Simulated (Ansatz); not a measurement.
Rows from a G0W0 calculation on In3GaP4 (quasi-random alloy, started on the GaP lattice) (P1) (Ansatz 0.2.0; G0W0 on LDA, plane waves, PAW; PAW set soft_1; 2×2×2 mesh, 1258 empty bands, screening to 82 eV, PAW set soft_1 files), in eV. Spin-orbit coupling is left out.

| row | k | band | start | Σx | Σc at the solution | Vxc |
| --- | --- | --- | --- | --- | --- | --- |
| A | Γ | c1 | 7.920 | -10.447 | -3.793 | -14.830 |
| B | Γ | v1 | 7.143 | -16.883 | 1.297 | -15.472 |
| C | Γ | c2 | 8.596 | -7.038 | -3.700 | -11.017 |
| D | Γ | v2 | 7.124 | -16.875 | 1.294 | -15.467 |

Question: Work out each quasiparticle level and how far it moved.

The quasiparticle equation reads E = start + Σx + Σc(E) − Vxc.

| row | E (eV) | shift (eV) |
| --- | --- | --- |
| A | 8.510 | +0.590 |
| B | 7.029 | −0.114 |
| C | 8.876 | +0.279 |
| D | 7.010 | −0.114 |

The gap over the computed points goes from 0.78 eV to 1.48 eV.

Limits: not at the basis limit; no spin-orbit coupling; coarse k mesh.

[Runs of the session that timed out or met a known fault of the program may be left out.]

[Cells called generated may have been cut or substituted from an entry of the Crystallography Open Database or the Materials Project.]

[Hosts, paths, dates, database ids (printed as entryN), source tags and the programs' standing remarks are cut or masked in the printed files.]
